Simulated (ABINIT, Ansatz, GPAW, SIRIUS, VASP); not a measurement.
**PbO2: programs and potentials compared**

```xyz
6
Lattice="4.9950 0.0000 0.0000 0.0000 4.9950 0.0000 0.0000 0.0000 3.4090" Properties=species:S:1:pos:R:3 pbc="T T T"
Pb    2.4975    2.4975    1.7045
Pb    0.0000    0.0000    0.0000
O     3.4594    3.4594    0.0000
O     4.0331    0.9619    1.7045
O     0.9619    4.0331    1.7045
O     1.5356    1.5356    0.0000
```

The cell is a database's computed one, not the measured one.

Alike in all runs: task single point; functional PBEsol; k mesh 6 × 6 × 8; occupations fermi-dirac, width 0.05 eV; no spin polarisation; no spin-orbit coupling. Pressure is positive in compression and, in plane waves, holds the error of the finite cutoff.

| program and potentials | plane-wave cutoff (eV) | notes | band gap (eV) | pressure (GPa) |
| --- | --- | --- | --- | --- |
| SIRIUS, PseudoDojo 0.4.1 PBEsol standard (scalar relativistic) | 1152 | - | ? | ? |
| VASP, PBE PAW files O, Pb_d, 520 eV | 520 | potentials made for PBE | 0.07 | 0.49 |
| Ansatz, all-electron LAPW, scalar-relativistic | - | - | 0.07 | 0.25 |
| ABINIT, JTH PAW PBE v2.0 | 626 | potentials made for PBE | 0.07 | 1.17 |
| GPAW, PAW data sets generated for this functional | 800 | - | 0.09 | -1.21 |

Estimate from the other rows what the run with SIRIUS, PseudoDojo 0.4.1 PBEsol standard (scalar relativistic) gave.

Band gap 0.06 eV; pressure 1.29 GPa. The other rows, which needn't bracket it: band gap 0.07 to 0.09; pressure -1.21 to 1.17.
